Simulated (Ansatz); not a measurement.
# TePb (Fm-3m) in Ansatz: notebook

One crystal, TePb, is run at these levels: PBE; tasks: single point.

Everything below comes from runs of Ansatz 0.2.0. Logs are shortened: lines on timing, memory, paths and dates and some standing lists are left out, and cuts for length are marked.

**1. Starting point**

Symmetry: Fm-3m, No. 225, cubic system. Conventional cell: a = 6.462 Å, b = 6.462 Å, c = 6.462 Å, α = 90.00°, β = 90.00°, γ = 90.00°. Pb (site symmetry m-3m) has 6 Te at 3.23 Å as nearest neighbours. Te (site symmetry m-3m) is surrounded by 6 Pb at 3.23 Å.

**2. Single point, PBE**

Input file input.yaml:

```yaml
crystal:
  lattice:
    - [0.0, 3.231, 3.231]
    - [3.231, 0.0, 3.231]
    - [3.231, 3.231, 0.0]
  atoms:
    - { symbol: Pb, position: [0.0, 0.0, 0.0] }
    - { symbol: Te, position: [0.5, 0.5, 0.5] }
kpoints:
  mp_grid: { grid: [5, 5, 5] }
scf:
  occupations: { method: fermi_dirac, width: 0.04 }
hamiltonian:
  xc: pbe
  pseudopotentials: { kind: all_electron, lapw: { basis_error: 0.004 } }
output:
  forces: true
  stress: true
  eigenvalues: true
```

Potentials or basis: all-electron LAPW, scalar-relativistic.

Launch:

```console
$ ansatz run input.yaml --threads 1 --pin off --max-ram 3072MiB --backend cpu --events-out ev --progress --plain --runs-dir out
```

The program printed:

```text
Warning: RAYON_NUM_THREADS=1 ignored (pool sized by the plan → 1); use --threads N
LAPW: plane waves up to 6.270 Å⁻¹, error target 4.0e-3 eV per atom; small_component_spin mean_spin; Te in spheres of 1.572 Å, 24 of its electrons in bands, Dirac shells []; Pb in spheres of 1.659 Å, 36 of its electrons in bands, Dirac shells [] (how accurate: hamiltonian.pseudopotentials.lapw.basis_error, Limitations)
Engine: ansatz 0.2.0, aarch64-unknown-linux-gnu
Pseudopotentials: kind: all_electron
Pseudopotential: Pb, LAPW, valence charge 36, lapw/all_electron/scalar/gaussian/Pb, Koelling and Harmon's equation, gaussian nucleus
Pseudopotential: Te, LAPW, valence charge 24, lapw/all_electron/scalar/gaussian/Te, Koelling and Harmon's equation, gaussian nucleus
Functional definition: PBE
  parameter kappa = 0.804
  parameter beta = 0.06672455060314922
  exchange = pbe_x(kappa = kappa, mu = beta*pi^2/3)
  correlation = pbe_c(beta = beta)
Crystal: 2 atoms, lattice volume = 67.459 Å³
Basis set: ecut = 149.76256820406041 eV, 283 PW (Γ), exchange–correlation at level 2
Bands: 36, of which v1, the nominal top of the filled ones, is band 30 counted from 1 (29 counted from 0)
Symmetry: 48 space group operations
Space group: Fm-3m (ITA 225), of the structure as read, at distance tolerance 4.1e-5 Å
k-points: 10 of 125
Non-local potential: Pb, projectors of the file, none
Non-local potential: Te, projectors of the file, none
Initial density: superposition of atomic densities (chi_scale 0.1, normalization cell, long waves kept (reshape's long-wave potential 0.00 eV rms))
Initial wavefunctions: plane waves of lowest kinetic energy (no species holds an atomic orbital)
Functional: x = pbe(κ = 0.804, μ = 0.2195149727645171), c = pbe(β = 0.06672455060314922)
iter 1 solved again at ethr=6.82e-4 eV; its pass at ethr=1.00e-1 eV (dr2=4.09e-1 eV) is discarded
SCF iter   1: F=—  HF=-752951.875986 eV  |F-HF|=—  |Δ(HF+E_count)|=         —  Δρ=1.54e-2  dr2=4.09e-1  ethr=6.82e-4  ⟨swp⟩=2.8  Hψ=2235  notcnv=0
preconditioner: auto → none  [insulator: Δε(μ)=1.334 eV  Ē_g=16.015 eV  σ=0.040 eV  W_gap=1.00  n_scr=14 (ndim 8)  ℏωp=20.2 eV  f_vac=0.106  D(μ)=0.00/eV (n_scr^D=0)  ε∞_Penn≈2.6]
iter 2 solved again at ethr=1.08e-5 eV; its pass at ethr=6.82e-4 eV (dr2=6.48e-3 eV) is discarded
SCF iter   2: F=—  HF=-752951.763654 eV  |F-HF|=—  |Δ(HF+E_count)|=   1.12e-1  Δρ=3.50e-3  dr2=6.49e-3  ethr=1.08e-5  ⟨swp⟩=2.0  Hψ=1870  notcnv=0
SCF iter   3: F=—  HF=-752951.755102 eV  |F-HF|=—  |Δ(HF+E_count)|=   8.55e-3  Δρ=2.36e-3  dr2=5.83e-3  ethr=1.08e-5  ⟨swp⟩=3.0  Hψ=1137  notcnv=0
SCF iter   4: F=—  HF=-752951.756452 eV  |F-HF|=—  |Δ(HF+E_count)|=   1.35e-3  Δρ=8.14e-4  dr2=6.45e-4  ethr=9.72e-6  ⟨swp⟩=2.0  Hψ=1072  notcnv=0
SCF iter   5: F=—  HF=-752951.756640 eV  |F-HF|=—  |Δ(HF+E_count)|=   1.88e-4  Δρ=1.30e-4  dr2=1.33e-5  ethr=1.08e-6  ⟨swp⟩=2.0  Hψ=1070  notcnv=0
SCF iter   6: F=—  HF=-752951.756650 eV  |F-HF|=—  |Δ(HF+E_count)|=   9.56e-6  Δρ=2.28e-5  dr2=4.82e-7  ethr=2.22e-8  ⟨swp⟩=2.8  Hψ=1091  notcnv=0
SCF iter   7: F=-752951.756650 eV  HF=-752951.756650 eV  |F-HF|=2.53e-8  |Δ(HF+E_count)|=   6.36e-7  Δρ=4.03e-6  dr2=1.21e-8  ethr=8.03e-10  ⟨swp⟩=3.0  Hψ=1111  notcnv=0
SCF 1 converged in 7 iterations: F = -752951.756650 eV  dr2 = 1.21e-8
SCF converged after 7 iterations
Free energy (F): -752951.756650 eV
Harris-Foulkes:  -752951.756650 eV  (|F-HF|=2.53e-8)
Internal energy: -752951.756650 eV  (E = F + TS)
E sigma→0 (E₀):  -752951.756650 eV
Entropy (-TS):   -0.000000 eV (-0.000 meV/atom)
Fermi energy:    12.275521 eV
--- Per-component energies (eV) ---
  E_band       = -3403.013250
  E_kinetic    = 850229.204284
  E_xc         = -15371.927216
  E_electrostatic = -1587809.033719  (all electrons and nuclei)
  E_smearing   = -0.000000  (= −TS)
  E_closure    = 0.000000  (closes the sum)
  E_atoms      = -752944.279139  (free atoms, spherical and without spin; not in F)
  Σ components = -752951.756650   (vs F -752951.756650, Δ=0.00e0)
  Basis errors (estimates in eV, not in F): energy 1.3e-3 per atom: plane waves 1.3e-3 (7.2e-4 summed), levels above the bands 6.6e-77, relativity 2.1e-7, radial functions 6.2e-5, core shells 6.4e-9; eigenvalues (radial functions only) 6.1e-5; not estimated: angular momenta, meshes, grids; target (lapw.basis_error) 4.0e-3; muffin-tin radii Te 1.572 Å, Pb 1.659 Å
--- Forces (eV/Å), atoms counted from 1 ---
  atom   1  Pb    -0.00000000     0.00000000    -0.00000000
  atom   2  Te     0.00000000    -0.00000000    -0.00000000
  max |Σ_I F_I| component: 9.04e-31 eV/Å
--- Stress (GPa, compression-positive) ---
        2.149029       0.000000      -0.000000
        0.000000       2.149029       0.000000
       -0.000000       0.000000       2.149029
  P = ⅓ Tr σ = 2.1490 GPa (21.490 kbar)
--- Band table (eV; the first three rows and the last of 10) ---
  k-point 0: bands = ["-146.9686", "-127.5707", "-116.6016", "-116.5997", "-116.5997", "-116.5997", "-116.5981", "-116.5981", "-116.5981", "-97.0069", "-97.0069", "-97.0069", "-69.4126", "-69.4126", "-69.4126", "-24.3421", "-24.3421", "-24.3365", "-24.3365", "-24.3365", "-4.9143", "-4.9143", "-4.9056", "-4.9056", "-4.9056", "-0.2034", "6.2294", "10.4675", "10.4675", "10.4675", "15.8957", "15.8957", "15.8957", "17.6353", "17.6353", "17.6353"]
  k-point 1: bands = ["-146.9686", "-127.5707", "-116.6016", "-116.5997", "-116.5997", "-116.5997", "-116.5981", "-116.5981", "-116.5981", "-97.0069", "-97.0069", "-97.0069", "-69.4126", "-69.4126", "-69.4126", "-24.3420", "-24.3420", "-24.3364", "-24.3363", "-24.3363", "-4.9194", "-4.9194", "-4.9048", "-4.9001", "-4.9001", "0.1339", "5.2354", "10.5714", "10.5714", "10.9834", "14.3981", "14.6802", "14.6802", "17.5605", "18.3568", "18.3568"]
  k-point 2: bands = ["-146.9686", "-127.5707", "-116.6016", "-116.5997", "-116.5997", "-116.5997", "-116.5981", "-116.5981", "-116.5981", "-97.0069", "-97.0069", "-97.0069", "-69.4126", "-69.4126", "-69.4126", "-24.3419", "-24.3419", "-24.3363", "-24.3361", "-24.3361", "-4.9286", "-4.9286", "-4.9036", "-4.8902", "-4.8902", "0.9769", "3.6057", "10.8506", "10.8506", "11.6408", "12.8629", "13.3140", "13.3140", "19.1663", "20.2562", "20.2562"]
  k-point 9: bands = ["-146.9686", "-127.5707", "-116.6016", "-116.5997", "-116.5997", "-116.5997", "-116.5981", "-116.5981", "-116.5981", "-97.0069", "-97.0069", "-97.0069", "-69.4126", "-69.4126", "-69.4126", "-24.3422", "-24.3418", "-24.3364", "-24.3360", "-24.3357", "-4.9551", "-4.9169", "-4.9033", "-4.8925", "-4.8827", "1.4681", "3.8505", "8.4136", "8.4180", "11.1245", "13.7431", "16.5143", "16.6903", "17.9987", "19.4760", "22.0068"]
```

Run time: 3.3 s. Hardware: 1 thread of Arm Neoverse V1, shared host; peak memory 0.23 GiB.

Results:

| Property | Result |
| --- | --- |
| Free energy | -752951.7567 eV |
| Pressure | 2.1 GPa |

Levels at points of the mesh, in eV from the Fermi level:
| k point | band 27 | band 28 | band 29 | band 30 | band 31 | band 32 | band 33 | band 34 |
| --- | --- | --- | --- | --- | --- | --- | --- | --- |
| (0.00, 0.00, 0.00) | -6.05 | -1.81 | -1.81 | -1.81 | 3.62 | 3.62 | 3.62 | 5.36 |

Caveat: this odd mesh misses L, where the gap lies, so gap, dielectric constants and Born charges aren't listed. The run has no spin-orbit coupling, so splittings on Pb, Te are missing.

**3. Single point, PBE**

Input file input.yaml:

```yaml
crystal:
  lattice:
    - [0.0, 3.231, 3.231]
    - [3.231, 0.0, 3.231]
    - [3.231, 3.231, 0.0]
  atoms:
    - { symbol: Pb, position: [0.0, 0.0, 0.0] }
    - { symbol: Te, position: [0.5, 0.5, 0.5] }
kpoints:
  mp_grid: { grid: [7, 7, 7] }
scf:
  occupations: { method: gaussian, width: 0.03 }
hamiltonian:
  xc: pbe
  pseudopotentials: { kind: all_electron, lapw: { basis_error: 0.001 } }
output:
  forces: true
  stress: true
  eigenvalues: true
```

Potentials or basis: all-electron LAPW, scalar-relativistic.

Launch:

```console
$ ansatz run input.yaml --threads 1 --pin off --max-ram 3072MiB --backend cpu --events-out ev --progress --plain --runs-dir out
```

Wall time 7.2 s (1 thread of Arm Neoverse V1, shared host); peak memory 0.28 GiB.

It converged, with:

```yaml
Free_energy: -752951.7581 eV
Pressure: 2.1 GPa
```

Levels at points of the mesh, in eV from the Fermi level:
| k point | band 28 | band 29 | band 30 | band 31 | band 32 | band 33 |
| --- | --- | --- | --- | --- | --- | --- |
| (0.00, 0.00, 0.00) | -1.75 | -1.75 | -1.75 | 3.68 | 3.68 | 3.68 |

Caveat: this odd mesh misses L, where the gap lies, so gap, dielectric constants and Born charges aren't listed.
